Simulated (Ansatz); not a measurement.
# GaP2: a trial structure relaxed, part 1 of 2

Where does this trial cell of GaP2 go when cell and atoms are let free?

Program: Ansatz 0.2.0. Level of theory: DFT PBE, scalar-relativistic, plane waves, PAW. These are calculated values, not measurements.

### Step 1. Starting point

Symmetry: P4/mmm, No. 123, tetragonal system. The conventional cell has a = 4.658 Å, b = 4.658 Å, c = 2.176 Å, α = 90.00°, β = 90.00°, γ = 90.00°. Ga (site symmetry 4/mmm) is surrounded by 2 Ga at 2.18 Å and 4 P at 2.33 Å. Around P (site symmetry mmm) lie 2 P at 2.18 Å and 2 Ga at 2.33 Å.

Structure file:

```cif
data_structure
_symmetry_space_group_name_H-M 'P 1'
_symmetry_Int_Tables_number 1
_cell_length_a 4.6579
_cell_length_b 4.6579
_cell_length_c 2.1760
_cell_angle_alpha 90.000
_cell_angle_beta 90.000
_cell_angle_gamma 90.000
_cell_volume 47.21
loop_
_atom_site_label
_atom_site_type_symbol
_atom_site_fract_x
_atom_site_fract_y
_atom_site_fract_z
_atom_site_occupancy
Ga1 Ga 0.00000 0.00000 0.00000 1
P1 P 0.00000 0.50000 0.00000 1
P2 P 0.50000 0.00000 0.00000 1
```

The cell is invented: 4-, 6-connected net, elements by coordination (P4/mmm, No. 123). Its size is a rough estimate.

### Step 2. The guess as it stands, on a coarse mesh

Input file input.yaml:

```yaml
crystal:
  lattice:
    - [4.65791529, 0.0, 0.0]
    - [0.0, 4.65791529, 0.0]
    - [0.0, 0.0, 2.1759898]
  atoms:
    - { symbol: Ga, position: [0.0, 0.0, 0.0] }
    - { symbol: P, position: [0.0, 0.5, 0.0] }
    - { symbol: P, position: [0.5, 0.0, 0.0] }
basis:
  ecutwfc: 420
kpoints:
  mp_grid: { grid: [4, 4, 8] }
hamiltonian:
  xc: pbe
scf:
  occupations: { method: gaussian, width: 0.1 }
  lower_state_search: "off"
output:
  forces: true
  stress: true
  eigenvalues: true
```

Run with:

```bash
> ansatz run input.yaml --threads 1 --pin off --max-ram 2560MiB --backend cpu --events-out ev --progress --plain --runs-dir out
```

What it wrote, shortened:

```text
[...]
SCF converged after 7 iterations
Free energy (F): -5291.813794 eV
[...]
E sigma→0 (E₀):  -5291.810792 eV
Entropy (-TS):   -0.006004 eV (-2.001 meV/atom)
Fermi energy:    10.059711 eV
[...]
--- Forces (eV/Å), atoms counted from 1 ---
  atom   1  Ga    -0.00000000     0.00000000     0.00000000
  atom   2  P      0.00000000     0.00000000     0.00000000
  atom   3  P      0.00000000    -0.00000000     0.00000000
[...]
--- Stress (GPa, compression-positive) ---
       27.324206       0.000000       0.000000
        0.000000      27.324206       0.000000
        0.000000       0.000000      42.002481
  P = ⅓ Tr σ = 32.2170 GPa (322.170 kbar)
--- Band table (eV; the first three rows and the last of 30) ---
  k-point 0: bands = ["-6.2650", "-5.6728", "-5.5380", "-5.1346", "-4.7052", "-4.7052", "-1.9271", "2.8359", "2.8359", "4.3509", "8.0771", "8.0771", "13.4485", "13.6228", "21.1635", "21.2629"]
[...]
```

Wall time 1.8 s (1 thread of Arm Neoverse V1, shared host); peak memory 0.3 GiB.

Read-out: pressure 32.2 GPa, largest force 0.00 eV/Å, gap on this mesh none (metal). A guess like this is first relaxed loosely on the coarse mesh.

### Step 3. Coarse relaxation

input.yaml: that of step 2 with these lines changed.

```diff
@@ -22 +22,6 @@
   eigenvalues: true
+relax:
+  adjacent_minimum: "off"
+  f_tol: 0.04
+  max_steps: 70
+  cell: { stress_tol: 0.4 }
```

Run with:

```bash
> ansatz run input.yaml --threads 1 --pin off --max-ram 2560MiB --backend cpu --events-out ev --progress --plain --runs-dir out
```

What it wrote:

```text
Warning: RAYON_NUM_THREADS=1 ignored (pool sized by the plan → 1); use --threads N
Engine: ansatz 0.2.0, aarch64-unknown-linux-gnu
Pseudopotentials: kind: paw
Pseudopotential: Ga, paw, valence charge 13, recommended cutoff 420 eV (normal), Ga.paw.azcp
Pseudopotential: P, paw, valence charge 5, recommended cutoff 420 eV (normal), P.paw.azcp
Functional definition: PBE
  parameter kappa = 0.804
  parameter beta = 0.06672455060314922
  exchange = pbe_x(kappa = kappa, mu = beta*pi^2/3)
  correlation = pbe_c(beta = beta)
Crystal: 3 atoms, lattice volume = 47.211 Å³
Basis set: ecut = 420 eV, 935 PW (Γ), exchange–correlation on 64×64×30 points (8 copies of the dense FFT grid, shifted against one another)
Bands: 16, of which v1, the nominal top of the filled ones, is band 12 counted from 1 (11 counted from 0)
Symmetry: 16 space group operations
Space group: P4/mmm (ITA 123), of the structure as read, at distance tolerance 3.6e-5 Å
k-points: 30 of 128
Non-local potential: Ga, projectors of the file, l = 0: 2, l = 1: 2, l = 2: 3, l = 3: 1
Non-local potential: P, projectors of the file, l = 0: 2, l = 1: 2, l = 2: 2
PAW form: soft (Blöchl's): semilocal exchange-correlation on the pseudo side does not see the compensation charge
PAW one-centre angular grid: Ga, 590 points (default); XC on 64 Gauss nodes
PAW one-centre angular grid: P, 110 points (default); XC on 64 Gauss nodes
Initial density: superposition of atomic densities (neutral atoms: chi_scale 0, normalization atom), corrected by the library's trained network
Initial wavefunctions: pseudopotential atomic-orbital guess
Functional: x = pbe(κ = 0.804, μ = 0.2195149727645171), c = pbe(β = 0.06672455060314922)
SCF iter   1: F=—  HF=-5291.815717 eV  |F-HF|=—  |Δ(HF+E_count)|=         —  Δρ=3.67e-3  dr2=1.34e-2  ethr=1.77e-3  ⟨swp⟩=6.5  Hψ=2928  notcnv=0
preconditioner: auto → LDOS  [metal: Δε(μ)=0.067 eV  Ē_g=14.373 eV  σ=0.100 eV  W_gap=0.35  n_scr=8 (ndim 8)  ℏωp=25.9 eV  f_vac=0.020  D(μ)=1.16/eV (n_scr^D=8)  β→1.0]
SCF iter   2: F=—  HF=-5291.813901 eV  |F-HF|=—  |Δ(HF+E_count)|=   1.82e-3  Δρ=1.04e-3  dr2=3.93e-4  ethr=5.82e-5  ⟨swp⟩=2.5  Hψ=1049  notcnv=0  defer=1
SCF iter   3: F=—  HF=-5291.813929 eV  |F-HF|=—  |Δ(HF+E_count)|=   2.74e-5  Δρ=6.70e-4  dr2=1.53e-4  ethr=1.71e-6  ⟨swp⟩=2.0  Hψ=812  notcnv=0  defer=1
SCF iter   4: F=—  HF=-5291.813830 eV  |F-HF|=—  |Δ(HF+E_count)|=   9.81e-5  Δρ=2.19e-4  dr2=2.34e-5  ethr=6.67e-7  ⟨swp⟩=2.0  Hψ=788  notcnv=0  defer=1
SCF iter   5: F=—  HF=-5291.813795 eV  |F-HF|=—  |Δ(HF+E_count)|=   3.51e-5  Δρ=7.91e-5  dr2=2.98e-6  ethr=1.02e-7  ⟨swp⟩=2.8  Hψ=829  notcnv=0  defer=1
SCF iter   6: F=—  HF=-5291.813794 eV  |F-HF|=—  |Δ(HF+E_count)|=   1.13e-6  Δρ=1.78e-5  dr2=1.59e-7  ethr=1.30e-8  ⟨swp⟩=2.8  Hψ=839  notcnv=0  defer=1
SCF iter   7: F=-5291.813794 eV  HF=-5291.813794 eV  |F-HF|=1.35e-9  |Δ(HF+E_count)|=   6.38e-8  Δρ=1.76e-6  dr2=1.86e-9  ethr=4.35e-10  ⟨swp⟩=7.4  Hψ=2277  notcnv=0
SCF 1 converged in 7 iterations: F = -5291.813794 eV  dr2 = 1.86e-9
relax step   1: F+E_penalty+E_count = -5291.81379410 eV  Δ(F+E_penalty+E_count) = +0.000e0 eV  max|allowed force component| = 9.203e-30 eV/Å  Δτ_max = 0.0000 Å  P = +32.217 GPa  Ω = 47.211 Å³  (7 SCF iters, dr2 threshold 1.00e-7 eV, accepted)
Crystal: 3 atoms, lattice volume = 54.082 Å³
Basis set: ecut = 420 eV, 1027 PW (Γ), exchange–correlation on 64×64×30 points (8 copies of the dense FFT grid, shifted against one another)
Initial density: handed on by an earlier stage of this run
Initial wavefunctions: those handed on with the density
iter 1 solved again at ethr=2.38e-4 eV; its pass at ethr=3.10e-3 eV (dr2=5.47e-2 eV) is discarded
SCF iter   1: F=—  HF=-5292.713455 eV  |F-HF|=—  |Δ(HF+E_count)|=         —  Δρ=8.67e-3  dr2=5.49e-2  ethr=2.38e-4  ⟨swp⟩=1.4  Hψ=3674  notcnv=0
preconditioner: auto → LDOS  [metal: Δε(μ)=0.057 eV  Ē_g=13.764 eV  σ=0.100 eV  W_gap=0.31  n_scr=8 (ndim 8)  ℏωp=24.2 eV  f_vac=0.040  D(μ)=1.13/eV (n_scr^D=8)  β→1.0]
SCF iter   2: F=—  HF=-5292.695645 eV  |F-HF|=—  |Δ(HF+E_count)|=   1.78e-2  Δρ=3.89e-3  dr2=6.28e-3  ethr=2.38e-4  ⟨swp⟩=2.7  Hψ=938  notcnv=0
SCF iter   3: F=—  HF=-5292.695221 eV  |F-HF|=—  |Δ(HF+E_count)|=   4.24e-4  Δρ=1.85e-3  dr2=1.49e-3  ethr=2.73e-5  ⟨swp⟩=2.0  Hψ=940  notcnv=0
SCF iter   4: F=—  HF=-5292.694126 eV  |F-HF|=—  |Δ(HF+E_count)|=   1.10e-3  Δρ=3.15e-4  dr2=5.94e-5  ethr=6.49e-6  ⟨swp⟩=2.0  Hψ=793  notcnv=0  defer=1
SCF iter   5: F=—  HF=-5292.694186 eV  |F-HF|=—  |Δ(HF+E_count)|=   6.06e-5  Δρ=8.42e-5  dr2=3.41e-6  ethr=2.58e-7  ⟨swp⟩=2.9  Hψ=847  notcnv=0  defer=1
SCF iter   6: F=-5292.694190 eV  HF=-5292.694189 eV  |F-HF|=1.42e-7  |Δ(HF+E_count)|=   2.88e-6  Δρ=1.29e-5  dr2=5.65e-8  ethr=1.30e-9  ⟨swp⟩=5.5  Hψ=2875  notcnv=0
SCF 2 converged in 6 iterations: F = -5292.694190 eV  dr2 = 5.65e-8
relax step   2: F+E_penalty+E_count = -5292.69418950 eV  Δ(F+E_penalty+E_count) = -8.804e-1 eV  max|allowed force component| = 5.588e-31 eV/Å  Δτ_max = 0.0000 Å  P = +11.600 GPa  Ω = 54.082 Å³  energy of the carried Pulay correction = -2.113e-3 eV  (6 SCF iters, dr2 threshold 3.00e-7 eV, accepted)
Crystal: 3 atoms, lattice volume = 59.078 Å³
Basis set: ecut = 420 eV, 1163 PW (Γ), exchange–correlation on 64×64×30 points (8 copies of the dense FFT grid, shifted against one another)
iter 1 solved again at ethr=7.57e-5 eV; its pass at ethr=3.10e-3 eV (dr2=1.74e-2 eV) is discarded
SCF iter   1: F=—  HF=-5292.911443 eV  |F-HF|=—  |Δ(HF+E_count)|=         —  Δρ=4.26e-3  dr2=1.73e-2  ethr=7.57e-5  ⟨swp⟩=1.6  Hψ=3677  notcnv=0
preconditioner: auto → LDOS  [insulator: Δε(μ)=0.211 eV  Ē_g=13.343 eV  σ=0.100 eV  W_gap=0.57  n_scr=8 (ndim 8)  ℏωp=23.2 eV  f_vac=0.048  D(μ)=0.98/eV (n_scr^D=4)  ε∞_Penn≈4.0  β→1.0]
SCF iter   2: F=—  HF=-5292.905676 eV  |F-HF|=—  |Δ(HF+E_count)|=   5.77e-3  Δρ=1.45e-3  dr2=9.52e-4  ethr=7.53e-5  ⟨swp⟩=2.0  Hψ=682  notcnv=0
SCF iter   3: F=—  HF=-5292.905778 eV  |F-HF|=—  |Δ(HF+E_count)|=   1.02e-4  Δρ=4.58e-4  dr2=1.83e-4  ethr=4.14e-6  ⟨swp⟩=2.0  Hψ=824  notcnv=0
SCF iter   4: F=—  HF=-5292.905794 eV  |F-HF|=—  |Δ(HF+E_count)|=   1.62e-5  Δρ=2.32e-4  dr2=2.64e-5  ethr=7.94e-7  ⟨swp⟩=2.3  Hψ=880  notcnv=0
SCF iter   5: F=—  HF=-5292.905787 eV  |F-HF|=—  |Δ(HF+E_count)|=   7.70e-6  Δρ=4.75e-5  dr2=2.12e-6  ethr=1.15e-7  ⟨swp⟩=2.3  Hψ=846  notcnv=0
SCF iter   6: F=-5292.905787 eV  HF=-5292.905787 eV  |F-HF|=4.31e-8  |Δ(HF+E_count)|=   6.99e-7  Δρ=9.52e-6  dr2=4.59e-8  ethr=1.30e-9  ⟨swp⟩=7.9  Hψ=2590  notcnv=0
SCF 3 converged in 6 iterations: F = -5292.905787 eV  dr2 = 4.59e-8
relax step   3: F+E_penalty+E_count = -5292.90578742 eV  Δ(F+E_penalty+E_count) = -2.116e-1 eV  max|allowed force component| = 3.287e-30 eV/Å  Δτ_max = 0.0000 Å  P = +2.978 GPa  Ω = 59.078 Å³  energy of the carried Pulay correction = -3.475e-3 eV  (6 SCF iters, dr2 threshold 3.00e-7 eV, accepted)
Crystal: 3 atoms, lattice volume = 61.634 Å³
Basis set: ecut = 420 eV, 1223 PW (Γ), exchange–correlation on 64×64×30 points (8 copies of the dense FFT grid, shifted against one another)
iter 1 solved again at ethr=1.46e-5 eV; its pass at ethr=3.10e-3 eV (dr2=3.35e-3 eV) is discarded
SCF iter   1: F=—  HF=-5292.926455 eV  |F-HF|=—  |Δ(HF+E_count)|=         —  Δρ=1.75e-3  dr2=3.39e-3  ethr=1.46e-5  ⟨swp⟩=2.0  Hψ=3617  notcnv=0
preconditioner: auto → LDOS  [insulator: Δε(μ)=0.184 eV  Ē_g=13.169 eV  σ=0.100 eV  W_gap=0.52  n_scr=8 (ndim 8)  ℏωp=22.7 eV  f_vac=0.049  D(μ)=0.88/eV (n_scr^D=4)  ε∞_Penn≈4.0  β→1.0]
SCF iter   2: F=—  HF=-5292.925388 eV  |F-HF|=—  |Δ(HF+E_count)|=   1.07e-3  Δρ=6.05e-4  dr2=3.13e-4  ethr=1.46e-5  ⟨swp⟩=2.0  Hψ=664  notcnv=0
SCF iter   3: F=—  HF=-5292.925358 eV  |F-HF|=—  |Δ(HF+E_count)|=   3.04e-5  Δρ=2.43e-4  dr2=4.08e-5  ethr=1.36e-6  ⟨swp⟩=2.0  Hψ=823  notcnv=0
SCF iter   4: F=—  HF=-5292.925467 eV  |F-HF|=—  |Δ(HF+E_count)|=   1.09e-4  Δρ=7.50e-5  dr2=2.87e-6  ethr=1.77e-7  ⟨swp⟩=2.7  Hψ=929  notcnv=0
SCF iter   5: F=-5292.925467 eV  HF=-5292.925467 eV  |F-HF|=9.41e-8  |Δ(HF+E_count)|=   2.67e-8  Δρ=1.81e-5  dr2=2.41e-7  ethr=1.30e-9  ⟨swp⟩=7.9  Hψ=2678  notcnv=0
SCF 4 converged in 5 iterations: F = -5292.925467 eV  dr2 = 2.41e-7
relax step   4: F+E_penalty+E_count = -5292.92546709 eV  Δ(F+E_penalty+E_count) = -1.968e-2 eV  max|allowed force component| = 2.021e-30 eV/Å  Δτ_max = 0.0000 Å  P = -0.265 GPa  Ω = 61.634 Å³  energy of the carried Pulay correction = -4.125e-3 eV  (5 SCF iters, dr2 threshold 3.00e-7 eV, accepted)
Basis set: ecut = 420 eV, 1223 PW (Γ), exchange–correlation on 72×72×32 points (8 copies of the dense FFT grid, shifted against one another)
Initial wavefunctions: pseudopotential atomic-orbital guess (no wavefunctions were taken with the density)
iter 1 solved again at ethr=6.01e-7 eV; its pass at ethr=3.10e-3 eV (dr2=1.38e-4 eV) is discarded
SCF iter   1: F=—  HF=-5292.927056 eV  |F-HF|=—  |Δ(HF+E_count)|=         —  Δρ=1.96e-3  dr2=7.24e-5  ethr=6.01e-7  ⟨swp⟩=3.5  Hψ=4213  notcnv=0
preconditioner: auto → LDOS  [insulator: Δε(μ)=0.179 eV  Ē_g=13.183 eV  σ=0.100 eV  W_gap=0.51  n_scr=8 (ndim 8)  ℏωp=22.7 eV  f_vac=0.048  D(μ)=0.85/eV (n_scr^D=4)  ε∞_Penn≈4.0  β→1.0]
SCF iter   2: F=—  HF=-5292.943166 eV  |F-HF|=—  |Δ(HF+E_count)|=   1.61e-2  Δρ=3.66e-4  dr2=5.98e-5  ethr=3.15e-7  ⟨swp⟩=2.4  Hψ=848  notcnv=0
SCF iter   3: F=—  HF=-5292.943001 eV  |F-HF|=—  |Δ(HF+E_count)|=   1.65e-4  Δρ=2.05e-4  dr2=1.04e-5  ethr=2.60e-7  ⟨swp⟩=2.0  Hψ=804  notcnv=0
SCF iter   4: F=—  HF=-5292.943075 eV  |F-HF|=—  |Δ(HF+E_count)|=   7.36e-5  Δρ=5.05e-5  dr2=3.91e-7  ethr=4.52e-8  ⟨swp⟩=2.0  Hψ=815  notcnv=0
SCF iter   5: F=—  HF=-5292.943085 eV  |F-HF|=—  |Δ(HF+E_count)|=   9.89e-6  Δρ=8.72e-6  dr2=6.44e-8  ethr=1.70e-9  ⟨swp⟩=2.0  Hψ=806  notcnv=0
SCF iter   6: F=-5292.943085 eV  HF=-5292.943085 eV  |F-HF|=2.71e-10  |Δ(HF+E_count)|=   1.13e-7  Δρ=1.34e-6  dr2=1.65e-9  ethr=8.35e-12  ⟨swp⟩=6.1  Hψ=2736  notcnv=0
SCF 5 converged in 6 iterations: F = -5292.943085 eV  dr2 = 1.65e-9
relax step   5: F+E_penalty+E_count = -5292.94308489 eV  Δ(F+E_penalty+E_count) = -1.762e-2 eV  max|allowed force component| = 3.681e-30 eV/Å  Δτ_max = 0.0000 Å  P = +0.199 GPa  Ω = 61.634 Å³  stress off target by 2.96e-1 GPa  SCF on the basis re-selected at this cell (its energy is not comparable with the rows above)  (6 SCF iters)
basis re-selected at this cell: Δ(F+E_penalty+E_count) = -1.762e-2 eV, ΔP = +0.464 GPa vs the last step (what re-selecting the basis moved, of the pressure what is left beyond the Pulay correction that the steps carried, after the strain that the cell walked since its last selection, with what the two solves' SCF thresholds leave and, on support functions, any second-order correction that the steps lacked; it is no measure of the basis error at this ecutwfc). The dense FFT grid was sized anew with the basis: this SCF ran on 36×36×16 points, the steps before it on 32×32×15, so part of this shift can come from that change (see relax.cell in the input reference). This SCF's stress stands 2.96e-1 GPa from its target on what of the cell is left free (relax.cell.stress_tol is 4.00e-1 GPa) and its largest allowed force component is 3.68e-30 eV/Å (relax.f_tol is 4.00e-2 eV/Å): within both
SCF converged after 6 iterations
Free energy (F): -5292.943085 eV
Harris-Foulkes:  -5292.943085 eV  (|F-HF|=2.71e-10)
Internal energy: -5292.938865 eV  (E = F + TS)
E sigma→0 (E₀):  -5292.940975 eV
Entropy (-TS):   -0.004220 eV (-1.407 meV/atom)
Fermi energy:    6.529324 eV
--- Per-component energies (eV) ---
  E_band       = -67.094282
  E_kinetic    = 252.594572
  E_local      = -2738.698601  (includes V_loc(G=0)·N_el)
  E_nonlocal   = 490.039571
  E_hartree    = 1264.122777
  E_xc         = -190.695432
  E_vxc        = -177.714923  (∫ρ·V_xc dr)
  E_paw        = -3124.659070  (= ΣΔE_a)
  E_vpaw       = -421.560988  (= ΣTr[D̂ρ^β])
  E_aug_tail   = -0.000112  (compensation charges beyond the density's cutoff)
  E_ewald      = -1245.642569
  E_smearing   = -0.004220  (= −TS)
  E_closure    = -0.000000  (closes the sum)
  Σ components = -5292.943085   (vs F -5292.943085, Δ=0.00e0)
--- Forces (eV/Å), atoms counted from 1 ---
  atom   1  Ga     0.00000000     0.00000000     0.00000000
  atom   2  P      0.00000000     0.00000000     0.00000000
  atom   3  P      0.00000000     0.00000000     0.00000000
  max |Σ_I F_I| component: 7.89e-30 eV/Å
--- Stress (GPa, compression-positive) ---
        0.295587       0.000000       0.000000
        0.000000       0.295587       0.000000
        0.000000       0.000000       0.006620
  P = ⅓ Tr σ = 0.1993 GPa (1.993 kbar)
--- Band table (eV; the first three rows and the last of 30) ---
  k-point 0: bands = ["-8.8775", "-8.3746", "-8.1636", "-7.9016", "-7.9016", "-6.9401", "-4.9005", "0.7522", "1.0144", "1.0144", "4.9255", "4.9255", "10.4444", "10.7583", "15.1101", "15.1101"]
  k-point 1: bands = ["-8.7130", "-8.3392", "-8.1513", "-7.9871", "-7.9871", "-6.5334", "-4.5307", "1.1232", "1.4221", "1.4221", "5.2846", "5.2846", "10.5779", "11.1500", "12.3649", "12.7264"]
  k-point 2: bands = ["-8.3255", "-8.2641", "-8.1840", "-8.1840", "-8.1214", "-5.3075", "-3.4049", "2.2678", "2.5906", "2.5906", "6.3289", "6.3289", "7.2540", "8.4005", "12.2662", "12.3117"]
  k-point 29: bands = ["-8.4491", "-8.4491", "-8.1557", "-8.0811", "-7.7758", "-0.1585", "-0.1585", "1.1224", "1.1224", "2.9800", "4.2665", "6.9399", "8.7627", "9.8145", "11.0574", "13.5710"]
--- Relaxed structure (4 steps of the walk, 4 accepted, 1 SCFs on fresh bases) ---
  F+E_penalty+E_count = -5292.94308489 eV   max|allowed force component| = 3.681e-30 eV/Å   (the final SCF, on the basis selected at the relaxed cell)
  cell:  # Å, volume = 61.6336 Å³
    - [5.129015202766291, -4.964193766574e-34, 0.0]
    - [-4.964193766574e-34, 5.129015202766291, 0.0]
    - [0.0, 0.0, 2.34287580960122]
  atoms:
    - { symbol: Ga, position: [8.252265104359289e-34, 2.758651252266245e-34, 0.0] }
    - { symbol: P, position: [-1.650129993793138e-33, 0.5, 0.0] }
    - { symbol: P, position: [0.5, 1.1079828800085738e-34, 0.0] }
```

It took 10 s on 1 thread of Arm Neoverse V1, shared host; peak memory 0.34 GiB.

The steps of the relaxation:

```csv
step,E - E(step 1) (eV/cell),largest force component (eV/Å),pressure (GPa),volume (Å³)
1,0.0000,0.0000,32.22,47.21
2,-0.8804,0.0000,11.60,54.08
3,-1.0920,0.0000,2.98,59.08
4,-1.1117,0.0000,-0.27,61.63
5,-1.1293,0.0000,0.20,61.63
```

Step 1 is the start. Step 5 repeats the geometry before it on a plane-wave basis chosen anew for that cell, so its energy need not be comparable with the rows above.

|  | before | after | change |
| --- | --- | --- | --- |
| a (Å) | 4.658 | 5.129 | +10.1 % |
| b (Å) | 4.658 | 5.129 | +10.1 % |
| c (Å) | 2.176 | 2.343 | +7.7 % |
| volume (Å³/atom) | 15.74 | 20.54 | +30.6 % |
| shortest distance (Å) | 2.176 | 2.343 | +7.7 % |
| space group (0.01 Å) | P4/mmm | P4/mmm | same |

Forces and stress were held to the start's 16 operations: a distortion of lower symmetry was not tested.

(Continued in part 2 of 2.)
